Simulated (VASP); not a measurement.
Wanted: the native input for a VASP 6.6.1 run.

| Item | Value |
| --- | --- |
| Task | band structure |
| Functional | LDA |
| Potentials or basis | VASP PAW LDA potentials, release 64 (Ba_sv, F) |
| Cutoff | 520 eV |
| k mesh | 8 × 8 × 8 |
| Occupations | gaussian, width 0.02 eV |
| Spin | no spin polarisation |
| Further INCAR settings | ALGO = Normal; EDIFF = 1e-07 |

The structure of BaF2 lies in POSCAR:

```
BaF2                                    
1.0
   -0.0000000000      3.0429586377      3.0429586377
    3.0429586377      0.0000000000      3.0429586377
    3.0429586377      3.0429586377     -0.0000000000
  Ba              F             
     1     2
Direct
     0.0000000000000000    0.0000000000000000    0.0000000000000000
     0.2500000000000000    0.2500000000000000    0.2500000000000000
     0.7500000000000000    0.7500000000000000    0.7500000000000000
```

The cell was built by a generator and needn't be a form met in nature.

One way to write it, as run:

INCAR

```
SYSTEM = BaF2
PREC = Accurate ; ENCUT = 520
EDIFF = 1E-7 ; ISMEAR = 0
SIGMA = 0.02 ; LREAL = .FALSE.
LASPH = .TRUE. ; NELM = 100
ALGO = Normal ; ISIF = 2
LWAVE = .FALSE. ; LCHARG = .FALSE.
GGA = CA
```

KPOINTS

```
regular mesh
0
G
  8 8 8
  0 0 0
```

KPOINTS_OPT

```
path GXWKGLUWLK,UX
20
line-mode
reciprocal
 0.0000000000  0.0000000000  0.0000000000  G
 0.5000000000  0.0000000000  0.5000000000  X

 0.5000000000  0.0000000000  0.5000000000  X
 0.5000000000  0.2500000000  0.7500000000  W

 0.5000000000  0.2500000000  0.7500000000  W
 0.3750000000  0.3750000000  0.7500000000  K

 0.3750000000  0.3750000000  0.7500000000  K
 0.0000000000  0.0000000000  0.0000000000  G

 0.0000000000  0.0000000000  0.0000000000  G
 0.5000000000  0.5000000000  0.5000000000  L

 0.5000000000  0.5000000000  0.5000000000  L
 0.6250000000  0.2500000000  0.6250000000  U

 0.6250000000  0.2500000000  0.6250000000  U
 0.5000000000  0.2500000000  0.7500000000  W

 0.5000000000  0.2500000000  0.7500000000  W
 0.5000000000  0.5000000000  0.5000000000  L

 0.5000000000  0.5000000000  0.5000000000  L
 0.3750000000  0.3750000000  0.7500000000  K

 0.6250000000  0.2500000000  0.6250000000  U
 0.5000000000  0.0000000000  0.5000000000  X
```

Potentials or basis: VASP PAW LDA potentials, release 64 (Ba_sv, F).

Run with:

```bash
$ cat potpaw_LDA.64/Ba_sv/POTCAR potpaw_LDA.64/F/POTCAR > POTCAR
$ mpirun -np 1 vasp_std > vasp.out
```

It gave:

- Pressure: 0.1 GPa
- Band gap on the k mesh: 6.61 eV, indirect (least direct gap 6.73 eV)
- Band gap along the path: 6.61 eV, indirect (least direct gap 6.73 eV)

Caveat: spin-orbit coupling is left out, which moves the levels of the heavy elements.

Run time: 96 s on 1 thread of AMD EPYC 7R13 Processor (Zen 3), on a shared host, peak memory 0.16 GiB.
